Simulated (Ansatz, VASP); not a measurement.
# One calculation of RbBr, two programs

File POSCAR:

```
RbBr
1.0
    4.1242532581      0.0000000000      0.0000000000
    0.0000000000      4.3358274503      0.0000000000
    0.0000000000      0.0000000000      4.1242532581
Rb Br
1 1
Direct
    0.0000000000      0.0000000000      0.0000000000
    0.5000000000      0.5000000000      0.5000000000
```

Contents of INCAR.step1:

```
  PREC = Accurate
  ENCUT = 520
  ISMEAR = 0
  SIGMA = 0.01
  LREAL = F
  LASPH = T
  NELM = 60
  NBANDS = 15
  GGA = PE
  ALGO = Normal
  EDIFF = 1E-4
  LWAVE = T
  LCHARG = F
```

Contents of INCAR.step2:

```
  PREC = Accurate
  ENCUT = 520
  EDIFF = 1E-7
  ISMEAR = 0
  SIGMA = 0.01
  LREAL = F
  LASPH = T
  NELM = 60
  ALGO = Normal
  ISIF = 2
  LWAVE = F
  LCHARG = F
  METAGGA = R2SCAN
  LMIXTAU = T
  NBANDS = 15
  ISTART = 1
```

KPOINTS

```
regular mesh
0
Gamma
  6 6 6
```

Input for Ansatz:

```yaml
crystal:
  lattice:
    - [4.1242532581, 0.0, 0.0]
    - [0.0, 4.3358274503, 0.0]
    - [0.0, 0.0, 4.1242532581]
  atoms:
    - { symbol: Rb, position: [0.0, 0.0, 0.0] }
    - { symbol: Br, position: [0.5, 0.5, 0.5] }
kpoints:
  mp_grid: { grid: [6, 6, 6] }
  band_path:
    path:
      - [0.0, 0.0, 0.0]
      - [0.0, 0.5, 0.0]
      - [0.5, 0.5, 0.0]
      - [0.5, 0.5, 0.5]
      - [0.0, 0.5, 0.5]
    npoints: 1
hamiltonian:
  xc: r2scan
scf:
  occupations: { method: fixed }
  n_extra_bands: 4
output:
  forces: true
  stress: true
  eigenvalues: true
```

Change from the starting cell: uniaxial_y strain +5.1%.

Alike in both runs: task single point; functional r2SCAN; k mesh 6 × 6 × 6; no spin polarisation.

```csv
,VASP,Ansatz
version,VASP 6.6.1,Ansatz 0.2.0
potentials or method,"VASP PAW PBE potentials, release 64 (Rb_sv, Br)","plane waves, PAW"
plane-wave cutoff (eV),520,500
occupations,"gaussian, width 0.01 eV",fixed
valence electrons in the cell,16,16
```

VASP gave:

| Item | Value |
| --- | --- |
| gap on the k mesh at the Fermi level (eV) | 4.55 |
| pressure (GPa) | -0.7 |
| largest component of the traceless stress (GPa) | 0.97 |

Problem. Estimate Ansatz's values.

Solution. gap on the k mesh at the Fermi level (eV): 4.54; pressure (GPa): -0.7; largest component of the traceless stress (GPa): 0.97.

Caveats: the PAW data sets were made with another functional, which shifts forces and pressure a little (VASP). A k mesh can miss the band edges.
